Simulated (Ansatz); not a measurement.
Fitting the PBE0 energy curve of W

Symmetry: Im-3m, No. 229, cubic system. The conventional cell has a = 3.165 Å, b = 3.165 Å, c = 3.165 Å, α = 90.00°, β = 90.00°, γ = 90.00°. W (site symmetry m-3m) is surrounded by 8 W at 2.74 Å.

The cell was scaled at fixed shape and fractions and run with Ansatz, Ansatz PAW, cutoff 420 eV; PBE0, k mesh 8 × 8 × 8 on the cell of 1 atom, fermi-dirac occupations of 0.05 eV, no spin polarisation, no spin-orbit coupling. The potentials were made for PBE. Energies are those that the program minimises, any entropy of the smearing included. For a metal such a mesh isn't converged to the digits shown.

```csv
V (Å³/atom),energy over the lowest row (meV/atom)
14.8967,64.60
15.2137,27.28
15.5306,6.26
15.8476,0.00
16.1646,?
16.4815,25.94
16.7985,55.66
```

Question: Fit the third-order Birch-Murnaghan form, give V0, B0 and B′, and predict the energy left open.

Answer: With y = (V0/V)^(2/3), E = E0 + (9 V0 B0/16) [(y - 1)³ B′ + (y - 1)² (6 - 4y)]. Least squares through the rows shown give V0 = 15.8336 Å³/atom, E0 = -0.01 meV, B0 = 336.1 GPa (1 eV/Å³ = 160.218 GPa) and B′ = 4.19, with a largest miss of 0.02 meV. At V = 16.1646 the form with these constants gives 6.99 meV; the run gave 6.99 meV an atom. Measured volume: 15.86 Å³/atom at 297.95 K (a printed reference work), so the fit lies -0.2 % from it. The runs are for a static lattice.
